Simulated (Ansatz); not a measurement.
Here is an Ansatz 0.2.0 calculation.

The input input.yaml:

```yaml
crystal:
  lattice:
    - [3.28804653, 0.0, 0.0]
    - [1.644023265, 2.8475318238, 0.0]
    - [1.644023265, 0.9491772746, 2.6846787497]
  atoms:
    - { symbol: Hf, position: [0.5, 0.5, 0.5] }
    - { symbol: C, position: [0.0, 0.0, 0.0] }
kpoints:
  mp_grid: { grid: [10, 10, 10] }
scf:
  occupations: { method: gaussian, width: 0.1 }
hamiltonian:
  xc: pbesol
  pseudopotentials: { kind: all_electron, lapw: { basis_error: 0.001 } }
output:
  forces: true
  stress: true
  eigenvalues: true
```

Potentials or basis: all-electron LAPW, scalar-relativistic.

Command:

```bash
$ ansatz run input.yaml --threads 1 --pin off --max-ram 3072MiB --backend cpu --events-out ev --progress --plain --runs-dir out
```

Estimate the pressure.

-6.5 GPa.

Estimate the band gap on the k mesh.

none (metal or under the smearing width).

The run has no spin-orbit coupling, so splittings on Hf are missing.
